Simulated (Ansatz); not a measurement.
# SnO: energy and pressure over a range of volumes

An exercise on one series of results from a longer session: the logs are not shown, and one member is left open.

Computed with Ansatz 0.2.0 (DFT PBE, scalar-relativistic, unless a step's input says otherwise).

**The structure to begin with**

It takes space group P4/nmm (No. 129, tetragonal). Conventional cell: a = 3.802 Å, b = 3.802 Å, c = 4.836 Å, α = 90.00°, β = 90.00°, γ = 90.00°. Sn (site symmetry 4mm) has 4 O at 2.22 Å as nearest neighbours. Around O (site symmetry -4m2) lie 4 Sn at 2.22 Å.

Structure file:

```
Sn O
1.0
     3.80200    0.00000    0.00000
     0.00000    3.80200    0.00000
     0.00000    0.00000    4.83600
Sn O
2 2
Direct
  0.00000 0.50000 0.23850
  0.50000 0.00000 0.76150
  0.00000 0.00000 0.00000
  0.50000 0.50000 0.00000
```

Atoms are numbered in the order of the input: Sn1, Sn2, O3, O4.

Set-up of the first run:

Contents of input.yaml:

```yaml
crystal:
  lattice:
    - [3.7243863853, 0.0, 0.0]
    - [0.0, 3.7243863853, 0.0]
    - [0.0, 0.0, 4.7372784218]
  atoms:
    - { symbol: Sn, position: [0.0, 0.5, 0.2385] }
    - { symbol: Sn, position: [0.5, 0.0, 0.7615] }
    - { symbol: O, position: [0.0, 0.0, 0.0] }
    - { symbol: O, position: [0.5, 0.5, 0.0] }
kpoints:
  mp_grid: { grid: [8, 8, 6] }
  band_path:
    path:
      - [0.0, 0.0, 0.0]
      - [0.0, 0.5, 0.0]
      - [0.5, 0.5, 0.0]
      - [0.0, 0.0, 0.0]
      - [0.0, 0.0, 0.5]
      - [0.0, 0.5, 0.5]
      - [0.5, 0.5, 0.5]
      - [0.0, 0.0, 0.5]
      - [0.0, 0.5, 0.0]
    npoints: 5
scf:
  occupations: { method: fermi_dirac, width: 0.01 }
hamiltonian:
  xc: pbe
  pseudopotentials: { kind: all_electron, lapw: { basis_error: 0.001 } }
output:
  forces: true
  stress: true
  eigenvalues: true
```

Command:

```bash
$ ansatz run input.yaml --threads 1 --pin off --max-ram 4096MiB --backend cpu --events-out ev --progress --plain --runs-dir out
```

Steps of the session up to this table: Volume × 0.94, LAPW; Volume × 0.94, PAW; Volume × 0.94, crystal datasets; Volume × 0.98, LAPW; Volume × 0.98, PAW; Volume × 0.98, crystal datasets; Volume × 1.01, LAPW; Volume × 1.01, PAW; Volume × 1.01, crystal datasets; Volume × 1.04, LAPW; Volume × 1.04, PAW; Volume × 1.04, crystal datasets.

One of the session's tables, all rows but one given; the rest of the session is left out.

It belongs to the step «The equation of state». 

```
          method  volume (Å³/atom)  pressure (GPa)  largest force (eV/Å)
            LAPW            16.428           11.40                 1.309
            LAPW            17.127            6.28                 0.660
            LAPW            17.651            3.17                 0.202
            LAPW            18.175            0.45                 0.183
             PAW            16.428               ?                     ?
             PAW            17.127            6.31                 0.663
             PAW            17.651            3.20                 0.206
             PAW            18.175            0.48                 0.179
crystal datasets            16.428           11.40                 1.309
crystal datasets            17.127            6.28                 0.660
crystal datasets            17.651            3.17                 0.202
crystal datasets            18.175            0.44                 0.183
```

Q: Estimate the row for PAW, 16.428 from the others.

**Answer.** pressure (GPa): 11.43; largest force (eV/Å): 1.312. In the column «pressure (GPa)» it is the highest.

To keep in mind: Warnings in the runs' records: gradients without spin orbit, crystal datasets made.
